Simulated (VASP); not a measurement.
Input of a VASP 6.6.1 run:

File INCAR:

```
PREC = Accurate
ENCUT = 520
EDIFF = 1E-6
ISMEAR = 0
SIGMA = 0.1
LREAL = F
LASPH = T
NELM = 100
ALGO = Fast
ISIF = 2
LWAVE = F
LCHARG = F
GGA = PE
NBANDS = 26
```

The input KPOINTS:

```
regular mesh
0
Gamma
  10 10 8
```

File POSCAR:

```
HgTe
1.0
    2.9778247366     -3.6061608686      0.0000000000
    2.9778247366      3.6061608686      0.0000000000
    0.0000000000      0.0000000000      5.5965550811
Hg Te
2 2
Direct
    0.3309518039      0.6690481961      0.7500000000
    0.6690481961      0.3309518039      0.2500000000
    0.7567090862      0.2432909138      0.7500000000
    0.2432909138      0.7567090862      0.2500000000
```

Potentials or basis: VASP PAW PBE potentials, release 64 (Hg, Te).

Command:

```console
$ cat potpaw_PBE.64/Hg/POTCAR potpaw_PBE.64/Te/POTCAR > POTCAR
$ mpirun -np 1 vasp_std > vasp.out
```

**Question.** What does it give for the pressure?

**Answer.** 2.5 GPa.

**Question.** Estimate the largest force.

**Answer.** 0.314 eV/Å.

Stress tensor (GPa, compression positive):
```
0.57 0.00 0.00
0.00 0.89 0.00
0.00 0.00 6.04
```

The run has no spin-orbit coupling, so splittings on Hg, Te are missing.
